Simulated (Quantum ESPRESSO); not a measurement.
## In under changes of volume

One of the cells (26.540 Å³/atom); the others are scaled copies at fixed shape and fractional positions:

```
CELL_PARAMETERS angstrom
3.33548 0.00000 0.00000
-1.66774 2.88861 0.00000
0.00000 0.00000 5.50914
ATOMIC_POSITIONS crystal
In 0.66667 0.33333 0.75000
In 0.33333 0.66667 0.25000
```

This isn't the form of In at room conditions, which is tetragonal.

| Item | Value |
| --- | --- |
| Program | Quantum ESPRESSO 7.5 |
| Functional | r2SCAN |
| Potentials or basis | SG15 PBE 1.2 |
| Cutoff | 952 eV |
| Density cutoff | 3810 eV |
| k mesh | 7 × 7 × 4 |
| Occupations | fermi-dirac, width 0.05 eV |
| Spin | no spin polarisation |

```tsv
volume (Å³/atom)	energy over the lowest point (meV/atom)	pressure (GPa)
24.948	?	?
25.478	0.00	-0.1
26.009	0.99	-0.8
26.540	4.24	-1.5
27.071	9.52	-2.1
27.602	16.73	-2.6
28.133	25.74	-3.1
```

**Question.** What does the run at 24.948 Å³/atom give?

**Answer.** Energy over the lowest point 1.67 meV/atom; pressure 0.9 GPa.

Worked out: A Birch-Murnaghan fit of order 3 (a polynomial in V^(-2/3)) to the other rows has its minimum at 25.51 Å³/atom with B0 = V·E''(V) = 34 GPa (rough, since the energies scatter) at fixed shape and positions, which overstates the stiffness. It gives 1.37 meV/atom at 24.948 Å³/atom, against the run's 1.67, and -dE/dV = 0.8 GPa, against 0.9.

Energies are extrapolated to zero smearing.

Caveats: the potentials were made for another functional, which shifts forces and pressure.
